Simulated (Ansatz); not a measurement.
## Pt: do energies and stresses tell the same story?

The calculation used DFT PBE, scalar-relativistic, plane waves, PAW (Ansatz).

Cutoff 420 eV; k points 18×18×10 on the computed 2-atom cell (Γ-centred); Gaussian smearing, width 0.10 eV; no spin polarisation.

Relaxed cell: P6_3/mmc, a = 2.759 Å, b = 2.759 Å, c = 4.781 Å, α = 90.00°, β = 90.00°, γ = 120.00°, 2 atoms in the primitive cell. This form isn't the element's structure at ambient conditions.

Energies at zero smearing and pressures from the stress tensor, at volumes with shape and atoms relaxed:
```csv
V (Å³/atom),E − E(first) (meV/atom),P (GPa)
13.864,0.00,43.58
14.337,-106.77,29.37
14.810,-175.40,17.64
15.282,-212.57,7.96
15.755,-223.84,0.01
16.227,-213.82,-6.50
16.700,-186.37,-11.84
17.330,-128.21,-17.41
```

Task: Check P = −dE/dV between neighbouring volumes, and get the bulk modulus from the pressures alone.

Result: With 1 eV/Å³ = 160.2 GPa:
```tsv
middle V (Å³/atom)	−ΔE/ΔV (GPa)	mean P (GPa)
14.101	36.192	36.474
14.573	23.264	23.501
15.046	12.601	12.800
15.518	3.820	3.988
15.991	-3.395	-3.247
16.464	-9.305	-9.172
17.015	-14.788	-14.623
```

The two differ by 0.28 GPa at most. The mean of two end pressures misses the average over a step by about ΔV² P″/12, up to 0.22 GPa here; with that taken off 0.06 GPa remains. The stress is the derivative of the free energy, not of the energy at zero smearing, and with free energies 0.01 GPa remains. Around V = 15.755 Å³/atom, the two neighbours give B = −V ΔP/ΔV = 15.755 × 14.47 / 0.945 = 241.1 GPa, against B0 = 239.3 GPa from the Birch–Murnaghan fit of the energies.

Spin–orbit coupling is left out, which can shift energies with elements as heavy as these.